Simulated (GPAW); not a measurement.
# Dy (Im-3m) in GPAW: convergence with k mesh

Aim: find how far k mesh must go before the results for Dy settle, at PBE. This setting moves, with any that are tied to it; all else stays.

Program: GPAW 26.7.0. These are calculated values, not measurements. Logs are shortened: lines on timing, memory, paths and dates and some standing lists are left out, and cuts for length are marked. The log counts tension as positive stress, the text compression.

### Step 1. The structure

It takes space group Im-3m (No. 229, cubic). The conventional cell has a = 4.001 Å, b = 4.001 Å, c = 4.001 Å, α = 90.00°, β = 90.00°, γ = 90.00°. Dy (site symmetry m-3m) has 8 Dy at 3.46 Å as nearest neighbours.

This isn't the form of Dy at room conditions, which is hcp.

### Step 2. With k mesh 2 × 2 × 2

The input, run.py:

```python
from ase import Atoms
from ase.dft.bandgap import bandgap
from ase.io import write
from ase.units import GPa
from gpaw import GPAW, PW, setup_paths

setup_paths.insert(0, '.')

atoms = Atoms(['Dy'],
              cell=[[-2.0003821482, 2.0003821482, 2.0003821482],
                    [2.0003821482, -2.0003821482, 2.0003821482],
                    [2.0003821482, 2.0003821482, -2.0003821482]],
              scaled_positions=[[0.0, 0.0, 0.0]],
              pbc=True)
atoms.set_initial_magnetic_moments([5.0])

calc = GPAW(mode=PW(800),
            xc='PBE',
            kpts={'size': (2, 2, 2), 'gamma': True},
            occupations={'name': 'fermi-dirac', 'width': 0.05},
            setups={'Dy': 'jth'},
            nbands=-12,
            convergence={'density': 1e-05, 'energy': 1e-05},
            maxiter=100,
            txt='gpaw.txt')
atoms.calc = calc
energy = atoms.get_potential_energy()
forces = atoms.get_forces()
stress = atoms.get_stress()
calc.write('gs.gpw')
write('result.traj', atoms)
print(f'Energy: {energy:.6f} eV')
print('Forces (eV/A):')
print(forces.round(4))
print('Stress (GPa):', (stress / GPa).round(3))
print('Moments:', calc.get_magnetic_moments().round(3))
print('Fermi level:', round(calc.get_fermi_level(), 4), 'eV')
print(f'Gap: {bandgap(calc)[0]:.4f} eV, direct: {bandgap(calc, direct=True)[0]:.4f} eV')
```

Potentials or basis: JTH PAW 2.0, PBE, pw.

Run with:

```console
$ OMP_NUM_THREADS=1 python run.py
```

Run time: 33 s. Hardware: 1 thread of Arm Neoverse V1, shared host; peak memory 0.17 GiB.

Results:

```
Free energy            : -10.8756 eV
Pressure               : -15.2 GPa
Band gap on the k mesh : none (metal or under the smearing width)
Net moment             : 4.90 μB per cell
Site moments           : Dy +4.80 μB
```

### Step 3. With k mesh 3 × 3 × 3

Changes to run.py since step 2:

```diff
@@ -18,3 +18,3 @@
             xc='PBE',
-            kpts={'size': (2, 2, 2), 'gamma': True},
+            kpts={'size': (3, 3, 3), 'gamma': True},
             occupations={'name': 'fermi-dirac', 'width': 0.05},
```

Potentials or basis: JTH PAW 2.0, PBE, pw.

Run with:

```console
$ OMP_NUM_THREADS=1 python run.py
```

It took 35 s on 1 thread of Arm Neoverse V1, shared host; peak memory 0.17 GiB.

What came out:

```yaml
Free_energy: -9.7897 eV
Pressure: -2.3 GPa
Band_gap_on_the_k_mesh: none (metal or under the smearing width)
Net_moment: 4.50 μB per cell
Site_moments: Dy +4.63 μB
```

### Step 4. With k mesh 4 × 4 × 4

Changes to run.py since step 3:

```diff
@@ -18,3 +18,3 @@
             xc='PBE',
-            kpts={'size': (3, 3, 3), 'gamma': True},
+            kpts={'size': (4, 4, 4), 'gamma': True},
             occupations={'name': 'fermi-dirac', 'width': 0.05},
```

Run with:

```console
$ OMP_NUM_THREADS=1 python run.py
```

Run time: 42 s. Hardware: 1 thread of Arm Neoverse V1, shared host; peak memory 0.18 GiB.

Results:

| Item | Value |
| --- | --- |
| Free energy | -9.8774 eV |
| Pressure | -0.2 GPa |
| Band gap on the k mesh | none (metal or under the smearing width) |
| Net moment | 4.46 μB per cell |
| Site moments | Dy +4.59 μB |

### Step 5. With k mesh 5 × 5 × 5

Changes to run.py since step 4:

```diff
@@ -18,3 +18,3 @@
             xc='PBE',
-            kpts={'size': (4, 4, 4), 'gamma': True},
+            kpts={'size': (5, 5, 5), 'gamma': True},
             occupations={'name': 'fermi-dirac', 'width': 0.05},
```

Run with:

```console
$ OMP_NUM_THREADS=1 python run.py
```

It took 60 s on 1 thread of Arm Neoverse V1, shared host; peak memory 0.18 GiB.

Results (log left out):

- Free energy: -9.8751 eV
- Pressure: -0.5 GPa
- Band gap on the k mesh: none (metal or under the smearing width)
- Net moment: 4.46 μB per cell
- Site moments: Dy +4.59 μB

### Step 6. With k mesh 6 × 6 × 6

Changes to run.py since step 5:

```diff
@@ -18,3 +18,3 @@
             xc='PBE',
-            kpts={'size': (5, 5, 5), 'gamma': True},
+            kpts={'size': (6, 6, 6), 'gamma': True},
             occupations={'name': 'fermi-dirac', 'width': 0.05},
```

Potentials or basis: JTH PAW 2.0, PBE, pw.

Run with:

```console
$ OMP_NUM_THREADS=1 python run.py
```

Run time: 62 s. Hardware: 1 thread of Arm Neoverse V1, shared host; peak memory 0.19 GiB.

The run converged. Its results:

| Quantity | Value |
| --- | --- |
| Free energy | -9.8970 eV |
| Pressure | -1.0 GPa |
| Band gap on the k mesh | none (metal or under the smearing width) |
| Net moment | 4.45 μB per cell |
| Site moments | Dy +4.59 μB |

### Step 7. With k mesh 7 × 7 × 7

Changes to run.py since step 6:

```diff
@@ -18,3 +18,3 @@
             xc='PBE',
-            kpts={'size': (6, 6, 6), 'gamma': True},
+            kpts={'size': (7, 7, 7), 'gamma': True},
             occupations={'name': 'fermi-dirac', 'width': 0.05},
```

Run with:

```console
$ OMP_NUM_THREADS=1 python run.py
```

Run time: 1.8 min. Hardware: 1 thread of Arm Neoverse V1, shared host; peak memory 0.2 GiB.

It converged, with:

```
Free energy            : -9.8866 eV
Pressure               : -0.8 GPa
Band gap on the k mesh : none (metal or under the smearing width)
Net moment             : 4.52 μB per cell
Site moments           : Dy +4.61 μB
```

### Step 8. With k mesh 8 × 8 × 8

Changes to run.py since step 7:

```diff
@@ -18,3 +18,3 @@
             xc='PBE',
-            kpts={'size': (7, 7, 7), 'gamma': True},
+            kpts={'size': (8, 8, 8), 'gamma': True},
             occupations={'name': 'fermi-dirac', 'width': 0.05},
```

Run with:

```console
$ OMP_NUM_THREADS=1 python run.py
```

Wall time 2 min (1 thread of Arm Neoverse V1, shared host); peak memory 0.21 GiB.

Results (log left out):

```yaml
Free_energy: -9.8849 eV
Pressure: -0.8 GPa
Band_gap_on_the_k_mesh: none (metal or under the smearing width)
Net_moment: 4.45 μB per cell
Site_moments: Dy +4.59 μB
```

### Step 9. With k mesh 10 × 10 × 10

Changes to run.py since step 8:

```diff
@@ -18,3 +18,3 @@
             xc='PBE',
-            kpts={'size': (8, 8, 8), 'gamma': True},
+            kpts={'size': (10, 10, 10), 'gamma': True},
             occupations={'name': 'fermi-dirac', 'width': 0.05},
```

Potentials or basis: JTH PAW 2.0, PBE, pw.

Run with:

```console
$ OMP_NUM_THREADS=1 python run.py
```

Run time: 3.1 min. Hardware: 1 thread of Arm Neoverse V1, shared host; peak memory 0.24 GiB.

The run converged. Its results:

```yaml
Free_energy: -9.8877 eV
Pressure: -0.9 GPa
Band_gap_on_the_k_mesh: none (metal or under the smearing width)
Net_moment: 4.47 μB per cell
Site_moments: Dy +4.60 μB
```

### Step 10. With k mesh 12 × 12 × 12

Changes to run.py since step 9:

```diff
@@ -18,3 +18,3 @@
             xc='PBE',
-            kpts={'size': (10, 10, 10), 'gamma': True},
+            kpts={'size': (12, 12, 12), 'gamma': True},
             occupations={'name': 'fermi-dirac', 'width': 0.05},
```

Potentials or basis: JTH PAW 2.0, PBE, pw.

Run with:

```console
$ OMP_NUM_THREADS=1 python run.py
```

gpaw.txt:

```text
__  _  _
 | _ |_)|_||  |
 |__||  | ||/\| - 26.7.0

Input parameters:
  mode=PW(ecut=800.0),
  convergence={'density': 1e-05, 'energy': 1e-05},
  kpts=MonkhorstPack(size=(12, 12, 12), gamma=True),
  maxiter=100,
  nbands=-12,
  occupations=Occupations(name='fermi-dirac', width=0.05),
  setups={'Dy': 'jth'},
  xc=XC(name='PBE')

Diagonalizing LCAO Hamiltonian
Converting LCAO to pw mode

       Dy

Atoms  # Å, Bohr magnetons
|   | symbol |        x |        y |        z |    initial magnetic moments |
|---|--------|----------|----------|----------|-----------------------------|
| 0 |     Dy | 0.000000 | 0.000000 | 0.000000 | ( 0.0000,  0.0000,  5.0000) |

Unit cell  # Å
| periodic |         x |         y |         z |  lengths |     angles |
|----------|-----------|-----------|-----------|----------|------------|
|      yes | -2.000382 |  2.000382 |  2.000382 | 3.464764 | 109.471221 |
|      yes |  2.000382 | -2.000382 |  2.000382 | 3.464764 | 109.471221 |
|      yes |  2.000382 |  2.000382 | -2.000382 | 3.464764 | 109.471221 |

Number of symmetries: 48
Symmetry operations  # r_c * U_cc + t_c -> r_c
|    | kind |            matrix            |
|----|------|------------------------------|
|  0 |  σ   |  1, 1, 1,  0, 0,-1,  0,-1, 0 |
|  1 |  C4  |  1, 1, 1,  0, 0,-1, -1, 0, 0 |
|  2 |  C2  |  1, 1, 1,  0,-1, 0,  0, 0,-1 |
|  3 |  S6  |  1, 1, 1,  0,-1, 0, -1, 0, 0 |
|  4 |  S6  |  1, 1, 1, -1, 0, 0,  0, 0,-1 |
|  5 |  C4  |  1, 1, 1, -1, 0, 0,  0,-1, 0 |
|  6 |  E   |  1, 0, 0,  0, 1, 0,  0, 0, 1 |
|  7 |  σ   |  1, 0, 0,  0, 1, 0, -1,-1,-1 |
|  8 |  σ   |  1, 0, 0,  0, 0, 1,  0, 1, 0 |
|  9 |  C3  |  1, 0, 0,  0, 0, 1, -1,-1,-1 |
| 10 |  C3  |  1, 0, 0, -1,-1,-1,  0, 1, 0 |
| 11 |  σ   |  1, 0, 0, -1,-1,-1,  0, 0, 1 |
| 12 |  σ   |  0, 1, 0,  1, 0, 0,  0, 0, 1 |
| 13 |  C2  |  0, 1, 0,  1, 0, 0, -1,-1,-1 |
| 14 |  C3  |  0, 1, 0,  0, 0, 1,  1, 0, 0 |
| 15 |  S4  |  0, 1, 0,  0, 0, 1, -1,-1,-1 |
| 16 |  S4  |  0, 1, 0, -1,-1,-1,  1, 0, 0 |
| 17 |  C3  |  0, 1, 0, -1,-1,-1,  0, 0, 1 |
| 18 |  C3  |  0, 0, 1,  1, 0, 0,  0, 1, 0 |
| 19 |  S4  |  0, 0, 1,  1, 0, 0, -1,-1,-1 |
| 20 |  σ   |  0, 0, 1,  0, 1, 0,  1, 0, 0 |
| 21 |  C3  |  0, 0, 1,  0, 1, 0, -1,-1,-1 |
| 22 |  C2  |  0, 0, 1, -1,-1,-1,  1, 0, 0 |
| 23 |  S4  |  0, 0, 1, -1,-1,-1,  0, 1, 0 |
| 24 |  C4  |  0, 0,-1,  1, 1, 1,  0,-1, 0 |
| 25 |  σ   |  0, 0,-1,  1, 1, 1, -1, 0, 0 |
| 26 |  S6  |  0, 0,-1,  0,-1, 0,  1, 1, 1 |
| 27 |  C2  |  0, 0,-1,  0,-1, 0, -1, 0, 0 |
| 28 |  C4  |  0, 0,-1, -1, 0, 0,  1, 1, 1 |
| 29 |  S6  |  0, 0,-1, -1, 0, 0,  0,-1, 0 |
| 30 |  S6  |  0,-1, 0,  1, 1, 1,  0, 0,-1 |
| 31 |  C4  |  0,-1, 0,  1, 1, 1, -1, 0, 0 |
| 32 |  C4  |  0,-1, 0,  0, 0,-1,  1, 1, 1 |
| 33 |  S6  |  0,-1, 0,  0, 0,-1, -1, 0, 0 |
| 34 |  σ   |  0,-1, 0, -1, 0, 0,  1, 1, 1 |
| 35 |  C2  |  0,-1, 0, -1, 0, 0,  0, 0,-1 |
| 36 |  C2  | -1, 0, 0,  1, 1, 1,  0, 0,-1 |
| 37 |  S6  | -1, 0, 0,  1, 1, 1,  0,-1, 0 |
| 38 |  S6  | -1, 0, 0,  0, 0,-1,  1, 1, 1 |
| 39 |  C2  | -1, 0, 0,  0, 0,-1,  0,-1, 0 |
| 40 |  C2  | -1, 0, 0,  0,-1, 0,  1, 1, 1 |
| 41 |  i   | -1, 0, 0,  0,-1, 0,  0, 0,-1 |
| 42 |  S4  | -1,-1,-1,  1, 0, 0,  0, 1, 0 |
| 43 |  C3  | -1,-1,-1,  1, 0, 0,  0, 0, 1 |
| 44 |  C3  | -1,-1,-1,  0, 1, 0,  1, 0, 0 |
| 45 |  σ   | -1,-1,-1,  0, 1, 0,  0, 0, 1 |
| 46 |  S4  | -1,-1,-1,  0, 0, 1,  1, 0, 0 |
| 47 |  C2  | -1,-1,-1,  0, 0, 1,  0, 1, 0 |

BZ-sampling:
  Number of BZ points: 1728
  Number of IBZ points: 72

  Monkhorst-Pack size: [12, 12, 12]
  Monkhorst-Pack shift: [0.041666666666666664, 0.041666666666666664, 0.041666666666666664]

K-points  # in reciprocal-cell coordinates
|     |                                coordinates |     weight |
|-----|--------------------------------------------|------------|
|   0 | ( -0.00000000,  -0.00000000,  -0.00000000) | 0.00057870 |
|   1 | (  0.08333333,  -0.00000000,  -0.00000000) | 0.00694444 |
|   2 | (  0.08333333,   0.08333333,  -0.08333333) | 0.00347222 |
|   3 | (  0.16666667,  -0.00000000,  -0.08333333) | 0.01388889 |
|   4 | (  0.16666667,  -0.00000000,  -0.00000000) | 0.00694444 |
|   5 | (  0.16666667,   0.08333333,  -0.08333333) | 0.01388889 |
|   6 | (  0.16666667,   0.16666667,  -0.16666667) | 0.00347222 |
|   7 | (  0.25000000,  -0.08333333,  -0.08333333) | 0.00462963 |
|   8 | (  0.25000000,  -0.00000000,  -0.08333333) | 0.02777778 |
|   9 | (  0.25000000,  -0.00000000,  -0.00000000) | 0.00694444 |
| ... |                                            |            |
|  71 | (  0.50000000,   0.50000000,   0.50000000) | 0.00057870 |

Plane wave coefficients: 1686
Cutoff: 800.0 eV

Spin-components: 2 (collinear spins)
Bands:           24
Projectors:      8
Spin-degeneracy: 1
Datatype:        complex128

Parallelization:
  kpt:    1
  domain: 1
  band:   1

Density:
  Valence electrons: 20.0
  Components: 2
  Grid points: [24 24 24]
  Charge: 0.0  # |e|

Potential:
  Grid points: [24 24 24]

species:
  Dy:
    name:    Dysprosium
    Z:       66.0
    valence: 20
    core:    46
    charge:  0.0  # [|e|]
    compensation charges:
      type: sinc
      rc: 1.22  # [Å]
      lmax: 2
    cutoffs:
      filter: 1.33  # [Å]
      core: 1.75  # [Å]
    projectors
    | kind |    occ | energy [eV] | rcut [Å] |
    |------|--------|-------------|----------|
    |   5s |  2.000 |     -52.829 |    1.066 |
    |   6s |  2.000 |      -4.265 |    1.066 |
    |   5p |  6.000 |     -28.512 |    1.331 |
    |    p |        |      40.817 |    1.331 |
    |   5d |  1.000 |      -2.312 |    1.331 |
    |    d |        |      27.211 |    1.331 |
    |   4f |  9.000 |      -9.188 |    1.331 |
    |    f |        |      20.409 |    1.331 |

    Using partial waves for Dy as LCAO basis

Reference energy: -330811.383033  # eV

eigensolver:
  PPCG
  Converge bands: occupied
  niter=2

density mixing:
  MSR1-Mixer
  Pratt-step length: 0.05
  Maximum mixing coefficient: 0.75
  Old densities: 10
  SVD Regularization: 0.005
  Good broyden scale: 1.0
  Trust region scale: 1.0
  Backstep threshold: 4.0
  History deletion threshold: 6.0
  Fourier metric: weight=20.0, sigma=0.015

occupation numbers:
  Fermi-Dirac:
    width: 0.0500  # eV

poisson solver:
  ecut: 6400.0  # eV

xc functional:
  name: PBE with 2 nearest neighbor stencil

convergence criteria:
- Maximum integral of absolute [dens]ity change: 1e-05 electrons / valence electron
- Maximum [total energy] change in last 3 cyles: 1e-05 eV / valence electron
- Maximum integral of absolute [eigenst]ate change: 4e-08 eV^2 / valence electron
maximum number of iterations: 100

SCF iterations
|iter     | |      energy | eigst |  dens |  magmom |
|---------|-|-------------|-------|-------|---------|
|iter:   1| |  -11.894519 | -0.36 |       |  +4.9165|
|iter:   2| |  -11.248167 | -2.13 | -0.90 |  +4.9838|
|iter:   3| |  -11.115836 | -3.31 | -1.03 |  +4.9728|
|iter:   4| |  -10.201890 | -1.58 | -1.13 |  +4.9339|
|iter:   5| |   -9.826204 | -1.73 | -1.44 |  +4.9186|
|iter:   6| |   -9.820563 | -3.68 | -1.22 |  +4.9038|
|iter:   7| |   -9.807589 | -2.17 | -1.28 |  +4.8209|
|iter:   8| |   -9.808376 | -2.23 | -1.80 |  +4.7455|
|iter:   9| |   -9.817132 | -2.45 | -1.99 |  +4.6708|
|iter:  10| |   -9.817401 | -4.67 | -2.17 |  +4.6559|
|iter:  11| |   -9.820440 | -4.88 | -2.22 |  +4.5864|
|iter:  12| |   -9.821023 | -5.83 | -2.33 |  +4.5692|
|iter:  13| |   -9.822323 | -5.30 | -2.24 |  +4.5387|
|iter:  14| |   -9.826227 | -4.26 | -2.41 |  +4.4966|
|iter:  15| |   -9.823750 | -4.27 | -2.06 |  +4.4989|
|iter:  16| |   -9.824756 | -4.88 | -2.62 |  +4.4712|
|iter:  17| |   -9.824667 | -5.81 | -2.86 |  +4.4703|
|iter:  18| |   -9.824723c| -7.10 | -3.33 |  +4.4683|
|iter:  19| |   -9.824608c| -6.14 | -3.10 |  +4.4690|
|iter:  20| |   -9.824587c| -8.33c| -4.27 |  +4.4694|
|iter:  21| |   -9.824583c| -8.24c| -4.48 |  +4.4692|
|iter:  22| |   -9.824568c| -8.44c| -4.18 |  +4.4687|
|iter:  23| |   -9.824561c| -7.80c| -5.10c|  +4.4686|

Converged in 23 steps
Energy contributions relative to reference atoms: (reference = -330811.383033)

Energy contributions:
  Kinetic:          45.069260
  Coulomb:         -40.075001
  Zero:             -0.154656
  External:          0.000000
  Xc:              -14.601366
  Entropy:          -0.125598
  Spinorbit:         0.000000
  ----------------------------
  Free energy:      -9.887360
  Extrapolated:     -9.824561

dipole moment: (-11.680390, -11.680390, -11.680390)  # |e|*Ang

Total magnetic moment: (0.000000, 0.000000, 4.468594)

Local magnetic moments
|        x |        y |        z |
|----------|----------|----------|
| 0.000000 | 0.000000 | 4.593582 |  # Dy   0

Fermi level: 5.857
Eigenvalues  # (at kpt = [-0.000, -0.000, -0.000])
| band index |      eig [eV] | occ [0-1] |      eig [eV] | occ [0-1] |
|------------|---------------|-----------|---------------|-----------|
|          0 |       -41.594 |     1.000 |       -39.609 |     1.000 |
|        ... |               |           |               |           |
|          2 |       -17.032 |     1.000 |       -15.592 |     1.000 |
|          3 |       -17.032 |     1.000 |       -15.592 |     1.000 |
|          4 |         0.810 |     1.000 |         0.822 |     1.000 |
|          5 |         2.324 |     1.000 |         5.769 |     0.854 |
|          6 |         2.324 |     1.000 |         5.769 |     0.854 |
|          7 |         2.324 |     1.000 |         5.769 |     0.854 |
[... 8 lines left out ...]
|         16 |         9.912 |     0.000 |        10.399 |     0.000 |
|         17 |        17.044 |     0.000 |        17.088 |     0.000 |
|        ... |               |           |               |           |
|         23 |        25.470 |     0.000 |        25.836 |     0.000 |

No gap
No difference between direct/indirect transitions

Forces  # eV/Ang
|        x |        y |       z |
|----------|----------|---------|
| -0.00000 | -0.00000 | 0.00000 |  # Dy   0

Stress tensor  # eV/Ang^3
|        x |         y |         z |
|----------|-----------|-----------|
| 0.005399 |  0.000000 |  0.000000 |
| 0.000000 |  0.005399 | -0.000000 |
| 0.000000 | -0.000000 |  0.005399 |

# Writing to gs.gpw (mode='')
```

It took 4.4 min on 1 thread of Arm Neoverse V1, shared host; peak memory 0.28 GiB.

Results:

| Property | Result |
| --- | --- |
| Free energy | -9.8874 eV |
| Pressure | -0.9 GPa |
| Band gap on the k mesh | none (metal or under the smearing width) |
| Net moment | 4.47 μB per cell |
| Site moments | Dy +4.59 μB |

### Step 11. Result

```
      k mesh  energy less the tightest run, at zero smearing (meV/atom)  pressure (GPa)  largest site moment (μB)  SCF cycles  CPU time (s)  peak memory (GiB)
   2 × 2 × 2                                                    -977.89          -15.16                      4.80          41            33               0.17
   3 × 3 × 3                                                      96.72           -2.32                      4.63          36            35               0.17
   4 × 4 × 4                                                      10.94           -0.15                      4.59          26            42               0.18
   5 × 5 × 5                                                      14.51           -0.48                      4.59          31            60               0.18
   6 × 6 × 6                                                     -11.40           -1.03                      4.59          22            62               0.19
   7 × 7 × 7                                                       2.32           -0.84                      4.61          32           110                0.2
   8 × 8 × 8                                                       2.49           -0.85                      4.59          25           120               0.21
10 × 10 × 10                                                      -0.29           -0.88                      4.60          25           190               0.24
12 × 12 × 12                                                       0.00           -0.87                      4.59          23           260               0.28
```

Against the tightest run, the energy stays within 1 meV/atom from 10 × 10 × 10 on; the pressure stays within 0.1 GPa from 7 × 7 × 7 on; the largest site moment stays within 0.02 μB from 4 × 4 × 4 on. Meshes of other sizes hit other points, so gaps and Fermi surfaces needn't settle smoothly. The tightest run that finished is the yardstick and may itself not be fully converged.

Caveats: one-centre terms of the f shell are cut off; the magnetic or orbital state may not be the lowest; the program truncates these outside data sets; spin-orbit coupling is left out, which moves the levels of the heavy elements.
